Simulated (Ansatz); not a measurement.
Run this with Ansatz 0.2.0, Python API and show what comes out.

Contents of `au.cif`:
```cif
data_Au
_cell_length_a 2.900000
_cell_length_b 2.900000
_cell_length_c 4.880000
_cell_angle_alpha 90.00000
_cell_angle_beta 90.00000
_cell_angle_gamma 120.00000
_symmetry_space_group_name_H-M 'P 1'
_symmetry_Int_Tables_number 1
loop_
_symmetry_equiv_pos_as_xyz
'x, y, z'
loop_
_atom_site_label
_atom_site_type_symbol
_atom_site_fract_x
_atom_site_fract_y
_atom_site_fract_z
Au1 Au    0.333333    0.666667    0.750000
Au2 Au    0.666667    0.333333    0.250000
```

Script `scf_au.py`:
```python
# -*- coding: utf-8 -*-
'''SCF run for Au.'''

import ansatz as az
from ase.io import read
import numpy as np


def main():
    atoms = read('au.cif')
    structure = az.Crystal.from_ase(atoms)

    # settings of the run
    model = (
        structure.calculation()
        .occupations('cold', width=0.1)
        .kpoints(10, 10, 5)
        .compute(stress=True, density=True)
    )
    out = model.run(threads=1, backend='cpu')
    rep = out.report

    for key in ('converged', 'n_iterations', 'n_electrons', 'n_kpoints', 'n_pw', 'n_symmetry_ops', 'free_energy_ev', 'fermi_energy_ev'):
        print(f'{key:18s} {rep[key]}')

    # pressure is a third of the trace
    print('pressure by term (GPa)')
    for term, tensor in rep['stress_terms_gpa'].items():
        print(f'  {term:28s} {np.trace(np.array(tensor)) / 3:12.3f}')
    print(f'  {"total":28s} {np.trace(np.array(rep["stress_gpa"])) / 3:12.3f}')

    terms = rep['components']
    print({name: round(terms[name], 3) for name in ('e_kinetic', 'e_hartree', 'e_xc', 'e_local', 'e_nonlocal')})

    rho = out.density()
    total = sum(ch.density_e_per_ang3 for ch in rho.channels[:2]) if len(rho.channels) < 3 else rho.channels[0].density_e_per_ang3
    print('grid', rho.dims, 'electrons', round(float(total.mean() * rho.cell_volume_ang3), 4))
    print(f'density range {total.min():.4f} to {total.max():.4f} e/A^3')
    print(np.array2string(total[:: max(rho.dims[0] // 8, 1), :: max(rho.dims[1] // 8, 1), 0], precision=3, suppress_small=True))


if __name__ == '__main__':
    main()
```

`python scf_au.py` gives:
```text
DeckWarning: the atoms were moved onto the symmetric positions of the space group found under crystal.symmetry.tolerance 1.0e-5 (fractional; no operation is sought that the atoms, as they stand in a round, miss by more than twice it, and no atom is moved by as much as it), and the run uses the moved positions. Before a round's move an operation carried an atom to 2.90e-6 Å from where it should land, the largest such distance. Atom 0 (counting from 0) moved farthest, by 1.67e-6 Å; the longest [...]
DeckWarning: basis.ecutwfc = 420 eV, auto-derived from the records' recommended cutoffs: set by Au (normal level)
converged          True
n_iterations       4
n_electrons        38.0
n_kpoints          42
n_pw               701
n_symmetry_ops     24
free_energy_ev     -26298.592746474853
fermi_energy_ev    19.474306966517425
pressure by term (GPa)
  kinetic                          3633.281
  hartree                          2254.837
  ewald                           -8643.726
  local_pseudopotential            4422.564
  nonlocal_pseudopotential        -1407.456
  augmentation                      362.578
  nlcc                             -178.514
  hubbard                             0.000
  exx                                 0.000
  electric_field                      0.000
  mag_constraint                      0.000
  xc                               -441.149
  dispersion                          0.000
  external_charges                    0.000
  augmentation_tail                   0.016
  scf_correction                      0.017
  pulay_correction                    0.053
  total                               2.501
{'e_kinetic': 1209.0, 'e_hartree': 1500.626, 'e_xc': -455.635, 'e_local': -3535.222, 'e_nonlocal': 148.716}
grid (20, 20, 36) electrons 38.0
density range 0.0945 to 14.6610 e/A^3
[[0.095 0.101 0.132 0.176 0.23  0.252 0.23  0.176 0.132 0.101]
 [0.101 0.101 0.122 0.164 0.22  0.258 0.258 0.22  0.164 0.122]
 [0.132 0.122 0.132 0.164 0.217 0.275 0.303 0.275 0.217 0.164]
 [0.176 0.164 0.164 0.176 0.22  0.275 0.332 0.332 0.275 0.22 ]
 [0.23  0.22  0.217 0.22  0.23  0.258 0.303 0.332 0.303 0.258]
 [0.252 0.258 0.275 0.275 0.258 0.252 0.258 0.275 0.275 0.258]
 [0.23  0.258 0.303 0.332 0.303 0.258 0.23  0.22  0.217 0.22 ]
 [0.176 0.22  0.275 0.332 0.332 0.275 0.22  0.176 0.164 0.164]
 [0.132 0.164 0.217 0.275 0.303 0.275 0.217 0.164 0.132 0.122]
 [0.101 0.122 0.164 0.22  0.258 0.258 0.22  0.164 0.122 0.101]]
```
(Warnings from the package without file and line, shortened.)

Caveats:
- Total energies depend on the potentials; only differences at equal settings carry meaning. A total without «per atom» is that of the cell as typed.
- The energy terms are those on the plane-wave grid, with the one-centre PAW part apart; the terms shown are only some of the summands, so they needn't add up to F.
- For a metal this k-point mesh is coarse: on a finer one energies can move by several to tens of meV an atom and pressures by half a GPa or more, differences at one mesh by less.
- The zero of the levels is a convention of the potentials, so an absolute Fermi energy is no work function.
- Pressure is positive in compression.
- Spin-orbit coupling, which matters for elements this heavy, is left out.
- No functional is typed, so the default, PBE, holds.
- Densities and potentials on the grid are those of the valence electrons, and inside the cores they hang on the potentials used.
- This isn't the structure that Au takes at ambient conditions.

(A comment or docstring line of the script was reworded after the run, the code is as it ran; lines on the test bed's own set-up are left out of the output.)
